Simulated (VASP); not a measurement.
Computed with r2SCAN meta-GGA, VASP's PBE PAW potentials (set 64) (plane waves; VASP 6.6.1).

VASP ran on this input.

### KPOINTS
```
kpoints
0
G
6 6 6
```

INCAR:
```
# general
SYSTEM  = CsBr
PREC    = Accurate
ENCUT   = 480
LREAL   = .FALSE.   # projection in real space or not
LASPH   = .TRUE.   # aspherical one-centre terms

# electronic loop
EDIFF   = 1E-7
NELM    = 100
ALGO    = Normal
LMAXMIX = 4   # l cut-off of mixed one-centre charges
LMIXTAU = .TRUE.

# smearing
ISMEAR  = 0
SIGMA   = 0.05   # width (eV)

# functional
METAGGA = R2SCAN

# ions
IBRION  = 2
NSW     = 40   # most ionic steps
ISIF    = 3   # ions, shape and volume
EDIFFG  = -0.01
PSTRESS = 200   # kbar

# output
LWAVE   = .FALSE.
LCHARG  = .FALSE.
```

File POSCAR:
```
CsBr
1
    3.7488673713     0.0000000000    -0.0000000000
   -0.0000000000     3.7488673713     0.0000000000
   -0.0000000000    -0.0000000000     3.7488673713
Cs Br
1 1
Direct
  0.0000000000   0.0000000000   0.0000000000
  0.5000000000   0.5000000000   0.5000000000
```

POTCAR, in this order: Cs_sv Br (PBE.64 set). Program: vasp_std.

The run wrote:

### OSZICAR
```
       N       E                     dE             d eps       ncg     rms          rms(c)
DAV:   1     0.539114884552E+02    0.53911E+02   -0.71318E+03   480   0.115E+03
DAV:   2    -0.396634871206E+02   -0.93575E+02   -0.88275E+02   680   0.193E+02
DAV:   3    -0.448618776272E+02   -0.51984E+01   -0.51778E+01   600   0.513E+01
DAV:   4    -0.448992561075E+02   -0.37378E-01   -0.37353E-01   552   0.486E+00
DAV:   5    -0.448995533346E+02   -0.29723E-03   -0.29722E-03   600   0.407E-01    0.286E+00
DAV:   6    -0.409157719377E+02    0.39838E+01   -0.75424E-01   520   0.849E+00    0.217E+00
DAV:   7    -0.408797117523E+02    0.36060E-01   -0.40860E-01   536   0.615E+00    0.548E-01
DAV:   8    -0.411162364160E+02   -0.23652E+00   -0.26588E-01   488   0.557E+00    0.576E-01
DAV:   9    -0.410641449700E+02    0.52091E-01   -0.33308E-02   520   0.202E+00    0.359E-01
DAV:  10    -0.411696848301E+02   -0.10554E+00   -0.34369E-02   484   0.238E+00    0.847E-02
DAV:  11    -0.411669371658E+02    0.27477E-02   -0.54541E-03   532   0.804E-01    0.630E-02
DAV:  12    -0.411699176502E+02   -0.29805E-02   -0.11619E-03   524   0.410E-01    0.426E-02
DAV:  13    -0.411701006370E+02   -0.18299E-03   -0.15571E-04   528   0.158E-01    0.629E-03
DAV:  14    -0.411700793817E+02    0.21255E-04   -0.32286E-05   548   0.596E-02    0.934E-03
DAV:  15    -0.411700912796E+02   -0.11898E-04   -0.40960E-06   544   0.269E-02    0.543E-03
DAV:  16    -0.411700972596E+02   -0.59800E-05   -0.87690E-06   504   0.317E-02    0.167E-03
DAV:  17    -0.411700976004E+02   -0.34082E-06   -0.23896E-07   568   0.477E-03    0.125E-03
DAV:  18    -0.411700981334E+02   -0.53304E-06   -0.37658E-07   508   0.752E-03    0.946E-04
DAV:  19    -0.411700981561E+02   -0.22655E-07   -0.26009E-08   300   0.203E-03
   1 F= -.34593222E+02 E0= -.34593222E+02  d E =-.345932E+02
```

OUTCAR:
```
------------------------ aborting loop because EDIFF is reached ----------------------------------------
  FORCE on cell =-STRESS in cart. coord.  units (eV):
  Direction    XX          YY          ZZ          XY          YZ          ZX
  --------------------------------------------------------------------------------------
  Total        6.5757010      6.5757010      6.5757010     -0.0000000     -0.0000000     -0.0000000
  in kB      199.9642735    199.9642735    199.9642735     -0.0000000     -0.0000000     -0.0000000
  external PRESSURE =      -0.0357265 kB  Pullay stress =     200.0000000 kB
  volume of cell :       52.69
      direct lattice vectors                 reciprocal lattice vectors
     3.748867371  0.000000000  0.000000000     0.266747233  0.000000000  0.000000000
     0.000000000  3.748867371  0.000000000     0.000000000  0.266747233  0.000000000
     0.000000000  0.000000000  3.748867371     0.000000000  0.000000000  0.266747233
 POSITION                                       TOTAL-FORCE (eV/Angst)
 -----------------------------------------------------------------------------------
      0.00000      0.00000      0.00000         0.000000      0.000000      0.000000
      1.87443      1.87443      1.87443         0.000000      0.000000      0.000000
 -----------------------------------------------------------------------------------
    total drift:                                0.000000      0.000000      0.000000
  FREE ENERGIE OF THE ION-ELECTRON SYSTEM (eV)
  ---------------------------------------------------
  free  energy   TOTEN  =       -41.1700981561 eV

  energy  without entropy=      -41.1700981561  energy(sigma->0) =      -41.17009816
  enthalpy is  TOTEN    =       -34.5932223421 eV   P V=        6.5768758140

 reached required accuracy - stopping structural energy minimisation
```
(Selected blocks of OUTCAR.)

### OUTCAR
```
 val. band max:        2.3325788897   @ k =   0.0000   0.0000   0.0000

 cond. band min:       6.6097412671   @ k =   0.0000   0.0000   0.0000


 Fermi energy:         2.6166184949

 k-point     1 :       0.0000    0.0000    0.0000
  band No.  band energies     occupation
      1     -18.2507      2.00000
      2     -11.3783      2.00000
      3      -4.1200      2.00000
      4      -4.1200      2.00000
      5      -4.1200      2.00000
      6       2.3326      2.00000
      7       2.3326      2.00000
      8       2.3326      2.00000
      9       6.6097      0.00000
     10       6.6097      0.00000
     11       9.9184      0.00000
     12      12.9895      0.00000

 k-point     2 :       0.1667    0.0000    0.0000
  band No.  band energies     occupation
      1     -18.1737      2.00000
      2     -11.4803      2.00000
      3      -4.3032      2.00000
      4      -4.0122      2.00000
      5      -4.0122      2.00000
      6       1.5591      2.00000
      7       2.1097      2.00000
      8       2.1097      2.00000
      9       6.8748      0.00000
     10       7.7353      0.00000
     11      10.8813      0.00000
     12      12.8556      0.00000

 k-point     3 :       0.3333    0.0000    0.0000
  band No.  band energies     occupation
      1     -18.0094      2.00000
      2     -11.7131      2.00000
      3      -4.5232      2.00000
      4      -3.7739      2.00000
      5      -3.7739      2.00000
      6       0.3064      2.00000
      7       1.6395      2.00000
      8       1.6395      2.00000
      9       7.6112      0.00000
     10      10.3566      0.00000
     11      11.8665      0.00000
     12      12.5786      0.00000

 k-point     4 :       0.5000    0.0000    0.0000
  band No.  band energies     occupation
      1     -17.9216      2.00000
      2     -11.8440      2.00000
      3      -4.5647      2.00000
      4      -3.6402      2.00000
      5      -3.6402      2.00000
      6      -0.2541      2.00000
...
```

Unless said otherwise, spin-orbit coupling is left out, though it shifts the bands of the heavy elements here.

The compound is CsBr in the CsCl type structure. It was relaxed first under an external pressure of 20 GPa.
